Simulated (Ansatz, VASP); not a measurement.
**One calculation of BaS, two programs**

The input INCAR:

```
ALGO = Normal ; EDIFF = 1E-6
EDIFFG = -0.01 ; ENCUT = 580
GGA = PE ; IBRION = 2
ISIF = 3 ; ISMEAR = -1
LASPH = True ; LCHARG = False
LREAL = False ; LWAVE = False
NELM = 100 ; NSW = 60
PREC = Accurate ; SIGMA = 0.05
```

The input KPOINTS:

```
k-points
0
Gamma
  7 7 7
```

POSCAR

```
BaS
1.0
    0.0000000000      3.1937500000      3.1937500000
    3.1937500000      0.0000000000      3.1937500000
    3.1937500000      3.1937500000      0.0000000000
Ba S
1 1
Direct
    0.0000000000      0.0000000000      0.0000000000
    0.5000000000      0.5000000000      0.5000000000
```

File input.yaml:

```yaml
crystal:
  lattice:
    - [0.0, 3.19375, 3.19375]
    - [3.19375, 0.0, 3.19375]
    - [3.19375, 3.19375, 0.0]
  atoms:
    - { symbol: Ba, position: [0.0, 0.0, 0.0] }
    - { symbol: S, position: [0.5, 0.5, 0.5] }
hamiltonian:
  xc: pbe
  pseudopotentials: { kind: paw }
kpoints:
  mp_grid: { grid: [7, 7, 7] }
scf:
  occupations: { method: fermi_dirac, width: 0.05 }
output:
  forces: true
  stress: true
  write_density: true
  write_potential: true
  elf: true
  volumetric_format: npy
relax:
  f_tol: 0.01
  max_steps: 40
  cell: { stress_tol: 0.05 }
```

Alike in both runs: task relaxation of cell and atoms; functional PBE; k mesh 7 × 7 × 7; occupations fermi-dirac, width 0.05 eV; no spin polarisation.

|  | VASP | Ansatz |
| --- | --- | --- |
| version | VASP 6.6.1 | Ansatz 0.2.0 |
| potentials or method | VASP PAW PBE potentials, release 54 (Ba_sv, S) | Ansatz PAW |
| plane-wave cutoff (eV) | 580 | 420 |
| valence electrons in the cell | 16 | 16 |

VASP gave:

```
gap on the k mesh at the Fermi level, each at its own relaxed structure (eV) : 2.22
relaxed volume (Å³/atom)                                                     : 33.64
relaxed cell length with the largest relative difference (Å)                 : 4.565
energy change over the relaxation (meV/atom)                                 : -5
```

Q: Estimate Ansatz's values.

A: gap on the k mesh at the Fermi level, each at its own relaxed structure (eV): 2.29; relaxed volume (Å³/atom): 33.21; relaxed cell length with the largest relative difference (Å): 4.546; energy change over the relaxation (meV/atom): -2.

Caveats: spin-orbit coupling is left out, which moves the levels of the heavy elements; an odd mesh through Γ misses points on the zone boundary, where band edges often lie (VASP); odd divisions of the mesh miss points on the zone boundary, where band edges often lie, so the gap on the mesh can be too wide (Ansatz); the plane-wave basis is chosen anew once the cell has moved, so the energies of steps on either side of that aren't comparable (Ansatz). PBE usually gives volumes a little too large and moduli too small.
